### Why the functional changes the gap of HfO₂

The computed band gap of tetragonal HfO₂ rises by 0.295 eV from LDA to TPSS although no atom moves. From LDA through the generalised gradient approximations (GGAs), the rise appears to follow how strongly exchange and correlation together respond to gradients of the electron density; this is seen directly only within the PBE family and is inferred from the pressure for AM05 and BLYP. The tempting explanation, that a functional changes the gap by stretching or compressing the crystal, fails. TPSS suggests that the gradient alone isn't the whole cause either.

GPAW 26.7.0, plane-wave PAW DFT for tetragonal HfO₂ (P4₂/nmc, 6 atoms) with the same cell and atoms in every row, without spin polarisation or spin–orbit coupling. All runs use an 800 eV cutoff, a 7 × 7 × 5 k mesh and Fermi–Dirac smearing of width 0.05 eV. Gaps are taken between levels at the mesh points; the direct gap is the smallest at a single k point.

```
functional                                           potentials  gap on mesh (eV)  direct gap on mesh (eV)
       LDA                 GPAW-PAW-data-sets-(gpaw-data-1.2.1)             4.559                    4.631
       PBE                 GPAW-PAW-data-sets-(gpaw-data-1.2.1)             4.759                    4.828
    PBEsol  PAW-data-sets-made-by gpaw-setup-for-the-functional             4.643                    4.715
    revPBE                 GPAW-PAW-data-sets-(gpaw-data-1.2.1)             4.802                    4.871
      BLYP  PAW-data-sets-made-by gpaw-setup-for-the-functional             4.788                    4.855
      AM05  PAW-data-sets-made-by gpaw-setup-for-the-functional             4.663                    4.733
      TPSS                 GPAW-PAW-data-sets-(gpaw-data-1.2.1)             4.854                    4.927
optB88-vdW                 GPAW-PAW-data-sets-(gpaw-data-1.2.1)             4.772                    4.841
 vdW-DF-cx                 GPAW-PAW-data-sets-(gpaw-data-1.2.1)             4.717                    4.788
```

**The lattice as a cause**

Functionals are known to disagree about bond lengths, and bond lengths affect gaps. It is therefore natural to blame the lattice when two functionals give different gaps. Here every functional was given the same cell and the same Hf–O distances, so the whole spread comes from the electronic description. If each functional were allowed to relax its own cell, a structural contribution would come on top, and these calculations don't give its size.

The lattice explanation returns in disguise through the pressure, which the same calculations give for all but the two van der Waals functionals. At the common cell LDA gives −5.5 GPa, meaning that it would shrink the crystal, while revPBE gives +14.9 GPa and would expand it. For LDA and the five GGAs, a higher pressure goes almost perfectly with a wider gap. It looks as if pressure opened the gap.

Springs of different rest length, all clamped to one length, show why this reading is wrong. They push or pull on the clamp with different forces, yet none of them is longer than another. The pressure of the HfO₂ cell is such a clamp force: it reports what the functional would like to do, not what has happened to the atoms. The comparison ends there, since a spring has no band gap.

**What the gradient does**

LDA treats each point of the crystal as part of a uniform electron gas. A GGA also registers how quickly the density changes, and its exchange energy usually favours uneven density. The gradient term of correlation works the other way, so it is the net response that counts; in BLYP the correlation differs from that of LDA even for a uniform density. Expanding a crystal thins the density between the atoms and makes it more uneven, so a stronger net response is expected to push the cell outwards.

The same correction changes the potential felt by the electrons. In HfO₂ the upper valence states are mainly oxygen 2p and the lowest empty states mainly hafnium 5d, by standard chemistry. They occupy different regions, so a change of potential shifts them by different amounts. This argument explains why the gap should change; that it widens is a result of the calculation for this oxide, not a general rule. Which band edge moves more remains open, because the level energies of different functionals have no common zero.

The cleanest evidence is the pair PBE and revPBE. Their correlation is the same and their exchange agrees where the density varies slowly; revPBE is stronger only where it varies rapidly. That difference widens the gap by 43 meV. PBEsol, whose gradient response is weaker than that of PBE, lies between LDA and PBE. Another GGA of this family with a response between PBEsol and PBE should give a gap between theirs in this cell.

**Pressure as a yardstick**

If gap and pressure both record the gradient response, one can be estimated from the other. The simplest assumption is a straight line,

E(gap) ≈ E(LDA) + a · (P − P(LDA)),

where E is the gap on the mesh, P the pressure at the common cell and a the slope. The line was drawn through LDA and revPBE alone, which gives a = 11.9 meV per GPa. The straight form is an assumption, and the slope is not the response of HfO₂ to real compression.

PBE was not used to draw the line and can test it. Its pressure of 10.5 GPa lies 16.0 GPa above that of LDA, so the gap should be larger by 16.0 × 11.9 ≈ 190 meV. Added to the LDA gap of 4.559 eV, this gives 4.75 eV, against a computed 4.759 eV. The other three GGAs also lie within 20 meV of the line, as the printed analysis below shows.

Differences of that size should not be interpreted. The atomic data sets for PBEsol, AM05 and BLYP were generated separately, and no calculation isolates their effect. The order of AM05 and PBEsol, only 20 meV apart, is therefore insecure. The steps from LDA to PBE and revPBE are safer, because each uses its own data set from one collection. That collection has no set made for TPSS, which GPAW runs on the PBE set.

**Where the gradient picture fails**

TPSS breaks the link between pressure and gap. Its pressure is about 2.5 GPa lower than that of PBE, yet its gap is 95 meV larger, and the line places it 133 meV too low. TPSS also uses the kinetic-energy density, which can distinguish regions with the same density and gradient, and its potential acts differently on different orbitals. This extra ingredient is a likely reason for the wider gap, but a single functional of this kind on a borrowed data set can't prove it, and the miss may lie in the pressure as much as in the gap.

A simpler estimate fails even among the GGAs. PBE and PBEsol use the same formula for exchange with different gradient coefficients. At any one gradient, the exchange correction to LDA in PBE is at most 1.8 times that in PBEsol, whereas the gap increase over LDA is 2.4 times as large. The exchange energy alone is thus not enough. The gradient term of correlation opposes that of exchange and cancels a larger share of it in PBEsol than in PBE, so the net ratio is expected to exceed the exchange bound. The potential also depends on how the correction varies through the cell, and the data sets may contribute as well.

**Does the rung decide?**

Another explanation ranks functionals by their ingredients: density alone in LDA, gradients in the GGAs, kinetic-energy density in TPSS. The gaps do follow this order. However, the five GGAs differ among themselves by 0.159 eV, more than the 0.084 eV from LDA to the lowest of them or the 0.052 eV from the highest to TPSS. The lowest GGA is PBEsol, so the first two figures carry the uncertainty of its separate data set. The two van der Waals functionals add nonlocal correlation, yet their gaps, 4.717 and 4.772 eV, lie inside the GGA range. The rung names the available ingredients, but how strongly a functional uses them matters too.

**Against experiment**

The measured gap of HfO₂ is roughly just under 6 eV, a recalled value for films that are usually monoclinic or amorphous rather than tetragonal. On that rough comparison every functional here falls short by about 1 eV or more. Such a shortfall is typical of functionals of these kinds, although spin–orbit coupling and thermal motion are also missing and the k mesh was not tested for convergence.

Changing the functional within this table moves the gap by at most 0.3 eV, so no choice among these nine closes the shortfall.

Printed output of the fit:

```
Gap above that of LDA:
         row  step_meV  direct_less_indirect_meV
         LDA         0                        72
         PBE       200                        69
      PBEsol        84                        72
      revPBE       243                        69
        BLYP       229                        67
        AM05       104                        70
        TPSS       295                        73
  optB88-vdW       213                        69
   vdW-DF-cx       158                        71
Spread of the gap over all rows (eV): 0.295
Spread over the rows with gpaw-data sets only (eV): 0.295
Spread among the five GGAs (eV): 0.159
Step from LDA to the lowest GGA (eV): 0.084
Step from the highest GGA to TPSS (eV): 0.052
Correlation of gap and pressure for LDA and the five GGAs: 0.9952
Slope of the line through LDA and revPBE (meV per GPa): 11.91
PBE, line less computed gap (meV): -9.108
PBEsol, line less computed gap (meV): 10.63
AM05, line less computed gap (meV): -4.948
BLYP, line less computed gap (meV): 16.47
TPSS, line less computed gap (meV): -133.3
TPSS less PBE, gap (meV): 95
TPSS less PBE, pressure (GPa): -2.45
revPBE less PBE, gap (meV): 43
Largest ratio of PBE to PBEsol exchange enhancement over LDA: 1.782
Ratio of PBE to PBEsol gap steps over LDA: 2.381
Rough shortfall of the highest gap (eV): 0.946
Rough shortfall of the lowest gap (eV): 1.241
```
